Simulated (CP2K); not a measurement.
Nb:

```
CELL_PARAMETERS angstrom
2.88205 0.00000 0.00000
-0.96068 2.71722 0.00000
-0.96068 -1.35861 2.35318
ATOMIC_POSITIONS crystal
Nb 0.00000 0.00000 0.00000
```

Base run:

| Quantity | Value |
| --- | --- |
| Program | CP2K 2026.2 |
| Functional | TPSS |
| Potentials or basis | POTENTIAL_UZH Nb GTH-PBE-q13; TZVP-MOLOPT-PBE-GTH basis |
| Density cutoff | 9184 eV |
| k mesh | 11 × 11 × 11 |
| Occupations | fermi-dirac, width 0.05 eV |
| Spin | no spin polarisation |

Its results: band gap on the k mesh none (metal or under the smearing width); pressure -3.1 GPa.

**Question.** The run is repeated on the same cell with these changes: functional from TPSS to revPBE. What comes out?

**Answer.** Band gap on the k mesh none (metal or under the smearing width); pressure 0.8 GPa.

Caveats: the potentials were made for another functional, which shifts forces and pressure; the basis of atomic orbitals isn't converged, which shifts pressures, moduli and gaps.
